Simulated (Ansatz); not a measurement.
# Quasiparticle gap of InGaP2 (quasi-random alloy, started on the GaP lattice) (Cm), part 2 of 2

How far does one-shot GW move the LDA gap of InGaP2 (quasi-random alloy, started on the GaP lattice) (Cm)?

Ansatz 0.2.0; LDA, then G0W0 on it, plane waves, PAW. Known limits of the many-body steps: finite bands, screening cutoff and k mesh; no spin-orbit coupling in G0W0; d shells not analysed.

So far. Step 2 (Bands along the symmetry lines): Over mesh and path the gap is 1.038 eV, in a supercell, where edges may be folded. Step 3 (The quasiparticle correction): Over all 6 irreducible mesh points the G0W0 gap is 1.834 eV, in a supercell, where edges may be folded. The LDA gap of this run on the mesh is 1.036 eV. The two states that bound the G0W0 gap lie that far apart at the start, so the correction of the gap is 1.834 − 1.036 = +0.798 eV.

## Step 4: Spin-orbit coupling in LDA

This run has two-component orbitals with spin-orbit coupling.

This step: DFT, LDA with spin-orbit coupling, plane waves, PAW; PAW set soft_1.

File input.yaml:

```yaml
crystal:
  lattice:
    - [-5.6131192393, 5.5981949379, -5.6056479351]
    - [5.6205722364, 5.6047738094, 5.6047738094]
    - [5.6056662421, -5.5973208123, -5.5973208123]
  atoms:
    - { symbol: Ga, position: [-0.0054647512, 0.0050205743, 8.54681e-05] }
    - { symbol: In, position: [0.2458087859, 0.4952607314, 0.2501943615] }
    - { symbol: Ga, position: [0.5092725421, 0.0043542345, 0.5033094168] }
    - { symbol: In, position: [0.75, 0.4966644551, 0.7459167939] }
    - { symbol: Ga, position: [0.75, 0.2420237424, -0.0008827484] }
    - { symbol: In, position: [0.0006628117, 0.7506106194, 0.2506252274] }
    - { symbol: In, position: [0.2471066991, 0.2511092398, 0.4965541761] }
    - { symbol: Ga, position: [0.5054647512, 0.7604853255, 0.7555502193] }
    - { symbol: In, position: [0.4993371883, 0.4999478077, -3.75843e-05] }
    - { symbol: Ga, position: [0.75, 0.0083926021, 0.2486260677] }
    - { symbol: Ga, position: [-0.0029539261, 0.4915611689, 0.4965532156] }
    - { symbol: In, position: [0.2541912141, -0.0005480545, 0.7543855756] }
    - { symbol: In, position: [0.2528933009, 0.7540025407, -0.000552523] }
    - { symbol: Ga, position: [0.5029539261, 0.244515095, 0.2495071417] }
    - { symbol: In, position: [0.75, 0.7539824855, 0.5036525657] }
    - { symbol: Ga, position: [-0.0092725421, 0.2450816924, 0.7440368747] }
    - { symbol: P, position: [-0.0135318645, 0.2398220125, -0.0137271471] }
    - { symbol: P, position: [0.2670797764, 0.7633016955, 0.2642738114] }
    - { symbol: P, position: [0.4978835872, 0.2363543584, 0.4870450965] }
    - { symbol: P, position: [0.75, 0.7608328819, 0.7633002669] }
    - { symbol: P, position: [0.75, 0.4816675919, -0.0023005049] }
    - { symbol: P, position: [-0.0152175406, 0.0009778781, 0.2374761252] }
    - { symbol: P, position: [0.254040946, 0.5172115122, 0.5175195357] }
    - { symbol: P, position: [0.5135318645, 0.0033538769, 0.7498047173] }
    - { symbol: P, position: [0.5152175406, 0.7661954188, 0.0026936658] }
    - { symbol: P, position: [0.75, 0.2494378305, 0.2467232141] }
    - { symbol: P, position: [-0.0001725914, 0.7352418677, 0.5030450339] }
    - { symbol: P, position: [0.2329202236, 0.2462219191, 0.747194035] }
    - { symbol: P, position: [0.245959054, 0.0131705662, 0.0134785897] }
    - { symbol: P, position: [0.5001725914, 0.4854144591, 0.2532176253] }
    - { symbol: P, position: [0.75, 0.0098610997, 0.4935701774] }
    - { symbol: P, position: [0.0021164128, 0.4884707712, 0.7391615093] }
kpoints:
  mp_grid: { grid: [4, 4, 4] }
  band_path:
    path:
      - [0.0, 0.0, 0.0]
      - [0.5, 0.0, 0.0]
      - [0.0, 0.5, 0.0]
      - [0.0, 0.0, 0.5]
      - [0.5, 0.5, 0.5]
    npoints: 1
hamiltonian:
  xc: lda
  pseudopotentials: { kind: paw_fr, azcp: { folder: soft_1 }, xc_functional: pbe }
scf:
  occupations: { method: fermi_dirac, width: 0.02 }
  n_extra_bands: 28
magnetization:
  noncollinear: true
  spin_orbit: true
output:
  eigenvalues: true
```

On the command line:

```
> ansatz run input.yaml --threads 32 --pin off --max-ram 82944MiB --backend cuda --events-out ev --progress --plain --runs-dir out --devices 1 --max-vram 78GiB
```

Numbers of over 12 decimals in the logs are rounded to 6 here.

The program printed:

```text
[...]
GPUs: using 1 of 1 available (devices: 1).
[...]
non-collinear run that drives no moment, with spin-orbit: no starting moment large enough to seed its density (crystal.atoms[].spin), no starting occupations that ask for one, no magnetisation constraint and no magnetic field, so the semilocal B_xc is pinned to zero
[...]
GPU FFT provider: cuFFT
GPU libraries: cuBLAS 13.8.1, cuFFT 12.4.0, cuSOLVER 12.3.2
[...]
Crystal: 32 atoms, lattice volume = 704.482 Å³
Basis set: ecut = 420 eV, 13811 PW (Γ)
Bands: 316, of which v1, the nominal top of the filled ones, is band 288 counted from 1 (287 counted from 0)
Symmetry: 2 space group operations + 2 with time reversal
[...]
k-points: 24 of 64 (time reversal used)
Projection manifold: j_resolved (fully-relativistic pseudo-atomic orbitals)
[...]
GPU buffer pool allocated for 373248 grid points (all kernels)
[...]
SCF iter   1: F=—  HF=-84957.386726 eV  |F-HF|=—  |Δ(HF+E_count)|=         —  Δρ=3.84e-2  dr2=1.16e1  dr2_m=0.00e0 (ungated)  ethr=3.10e-3  |M|=0.00e0 ∫|m|=0.00e0 μB  |m|>n=0.0e0 m-floor=0.0e0 τ_xc=0.0e0  β_m=0.30  ⟨swp⟩=7.3  Hψ=51490  notcnv=0  defer=26
[...]
spin=Noncollinear: Resta preconditioning applied to the charge; magnetization (m_x, m_y, m_z) channels mix plain (no charge-response kernel on spin).
SCF iter   2: F=—  HF=-84955.370028 eV  |F-HF|=—  |Δ(HF+E_count)|=    2.02e0  Δρ=2.79e-2  dr2=5.42e0  dr2_m=0.00e0 (ungated)  ethr=3.10e-3  |M|=0.00e0 ∫|m|=0.00e0 μB  |m|>n=0.0e0 m-floor=0.0e0 τ_xc=0.0e0  β_m=0.59  ⟨swp⟩=2.0  Hψ=9370  notcnv=0  defer=512
[...]
SCF iter  10: F=-84953.809386 eV  HF=-84953.809387 eV  |F-HF|=1.20e-7  |Δ(HF+E_count)|=   6.91e-8  Δρ=2.90e-6  dr2=4.35e-8  dr2_m=0.00e0 (ungated)  ethr=3.47e-11  |M|=0.00e0 ∫|m|=0.00e0 μB  |m|>n=0.0e0 m-floor=0.0e0 τ_xc=0.0e0  ⟨swp⟩=3.0  Hψ=21504  notcnv=0
SCF 1 converged in 10 iterations: F = -84953.809386 eV  dr2 = 4.35e-8
[...]
SCF converged after 10 iterations
Magnetization: |M| = 0.0000 μB,  M = (+0.0000, +0.0000, +0.0000) μB
Absolute magnetization: 0.0000 μB (∫|m|)
  site 0: m = (+0.0000, +0.0000, +0.0000) μB, |m| = 0.0000 μB  (R = 0.97 Å)
  site 1: m = (+0.0000, +0.0000, +0.0000) μB, |m| = 0.0000 μB  (R = 1.03 Å)
  site 2: m = (+0.0000, +0.0000, +0.0000) μB, |m| = 0.0000 μB  (R = 0.96 Å)
  site 3: m = (+0.0000, +0.0000, +0.0000) μB, |m| = 0.0000 μB  (R = 1.03 Å)
  site 4: m = (+0.0000, +0.0000, +0.0000) μB, |m| = 0.0000 μB  (R = 0.96 Å)
  site 5: m = (+0.0000, +0.0000, +0.0000) μB, |m| = 0.0000 μB  (R = 1.03 Å)
  site 6: m = (+0.0000, +0.0000, +0.0000) μB, |m| = 0.0000 μB  (R = 1.03 Å)
  site 7: m = (+0.0000, +0.0000, +0.0000) μB, |m| = 0.0000 μB  (R = 0.97 Å)
[...]
site 28: m = (+0.0000, +0.0000, +0.0000) μB, |m| = 0.0000 μB  (R = 0.97 Å)
  site 29: m = (+0.0000, +0.0000, +0.0000) μB, |m| = 0.0000 μB  (R = 0.96 Å)
  site 30: m = (+0.0000, +0.0000, +0.0000) μB, |m| = 0.0000 μB  (R = 0.97 Å)
  site 31: m = (+0.0000, +0.0000, +0.0000) μB, |m| = 0.0000 μB  (R = 0.97 Å)
Free energy (F): -84953.809386 eV
[...]
Internal energy: -84953.809386 eV  (E = F + TS)
E sigma→0 (E₀):  -84953.809386 eV
Fermi energy:    7.756872 eV
[...]
--- Band table (eV; the first three rows and the last of 24) ---
[... rows of the band table ...]
```

Wall time 7.6 s (1 × NVIDIA GB200 (shared by 2 runs) with 32 threads of Arm Neoverse V2, shared host); peak memory 3.5 GiB; 1.8 min of CPU time.

This step gave:

- gap: 1.008 eV
- valence top at: Γ
- conduction bottom at: Γ
- least direct gap: 1.008 eV

Over mesh and listed points the gap is 1.008 eV, in a supercell, where edges may be folded. LDA+SOC against LDA: 1.008 − 1.038 = −0.030 eV, with the same mesh, set of files (read in its fully relativistic form for the spin-orbit run) and cutoff, and both edges at the same k points. The spin-orbit run sees mesh and listed points alone, so its gap is an upper bound: the coupling can move an edge off these points, the more so as this crystal has no centre of inversion, and the change over the zone, its sign included where it is small, is not known.

## Step 5: The runs together

Each gap is the least one over the points named; times are wall times on shared hosts, not benchmarks. A G0W0 time includes the run's own self-consistent start. Runs with listed points see these and the mesh alone, so an edge that moves elsewhere is missed. Rows marked * are further runs, not shown as steps, whose inputs differ from the G0W0 step on the same start in the columns given; solver thresholds can differ too.

| level | mesh | files, cutoff | bands summed, screening | points | gap (eV) | valence top | conduction bottom | least direct gap (eV) | time |
| --- | --- | --- | --- | --- | --- | --- | --- | --- | --- |
| LDA | 4×4×4 | soft_1 PAW, 420 eV | - | mesh and path | 1.038 | Γ | Γ | 1.038 | 4.7 s |
| LDA+SOC | 4×4×4 | soft_1 PAW, 420 eV | - | mesh and listed points | 1.008 | Γ | Γ | 1.008 | 7.6 s |
| G0W0@LDA* | 2×2×2 | soft_1 PAW, 420 eV | 1331, 82 eV | all 6 irreducible mesh points | 1.848 | Γ | Γ | 1.848 | 28 s |
| G0W0@LDA | 2×2×2 | soft_1 PAW, 420 eV | 3082, 150 eV | all 6 irreducible mesh points | 1.834 | Γ | Γ | 1.834 | 94 s |

## Step 6: What came out

```json
{
  "LDA gap over mesh and path": "1.038 eV, in a supercell, where edges may be folded",
  "G0W0@LDA gap over all 6 irreducible mesh points": "1.834 eV, in a supercell, where edges may be folded",
  "LDA+SOC gap over mesh and listed points": "1.008 eV",
  "GW settings": "2×2×2 mesh, 2938 empty bands, screening to 150 eV, PAW set soft_1 files",
  "known limits": "finite bands, screening cutoff and k mesh; no spin-orbit coupling in G0W0; d shells not analysed"
}
```

What this shows: Over all 6 irreducible mesh points the G0W0 gap is 1.834 eV, in a supercell, where edges may be folded. The LDA gap of this run on the mesh is 1.036 eV. The two states that bound the G0W0 gap lie that far apart at the start, so the correction of the gap is 1.834 − 1.036 = +0.798 eV. The valence state moves by 6.844 − 7.222 = −0.378 eV and the conduction state by 8.678 − 8.259 = +0.419 eV, on the run's own scale; with 1331 bands the edge states move by −0.142 and +0.670 eV, so the split between the edges depends on the bands and cutoff. No level off the mesh was corrected, so the G0W0 gap over the whole zone is not known from these runs. From 1331 bands and 82 eV to 3082 bands and 150 eV the gap moves by 1.834 − 1.848 = −0.014 eV; bands and screening cutoff rise together, so their parts are not told apart. Two runs can't test a law of convergence, so the limit is not known. LDA+SOC against LDA: 1.008 − 1.038 = −0.030 eV, with the same mesh, set of files (read in its fully relativistic form for the spin-orbit run) and cutoff, and both edges at the same k points. The spin-orbit run sees mesh and listed points alone, so its gap is an upper bound: the coupling can move an edge off these points, the more so as this crystal has no centre of inversion, and the change over the zone, its sign included where it is small, is not known. What spin-orbit coupling does to the G0W0 levels was not computed, so no sum with the G0W0 gap is formed. The G0W0 runs are scalar-relativistic. One-shot GW is known to converge slowly in bands for compounds with shallow d shells. The cell holds Ga and In; the filling of the d shell and its place against the gap were not analysed here. No pair of G0W0 runs that differ in the mesh alone is shown (2×2×2 is a supercell whose nearest images lie 19 Å apart), so the error from the mesh is not known here. G0W0 is shown with one set of atomic data (soft_1 PAW), so the error from the files is not known here.

[Paths, hosts, dates, memory and timing lines, banners, echoed tables and standing remarks are left out of the program output.]

[Logs are printed without paths, hosts, clocks, repeated set-up lines and the standing remarks that a program may print on its own settings, such as how far it seeks lower states.]

[Runs of the session that timed out or met a known fault of the program may be left out.]

[Cells called generated may have been cut or substituted from an entry of the Crystallography Open Database or the Materials Project.]

[Hosts, paths, dates, database ids (printed as entryN), source tags and the programs' standing remarks are cut or masked in the printed files.]

[Where an RPA ε∞ is given, it is that of the G0W0 mesh and is not shown converged in it. Names of k-points follow the symmetry that the program found, which can be lower than the space group named. Band edges on a path are those of the sampled points; other points can move an edge, and change direct to indirect where valleys lie close.]

[Hybrid gaps are those of their k-mesh and are not shown converged in it.]
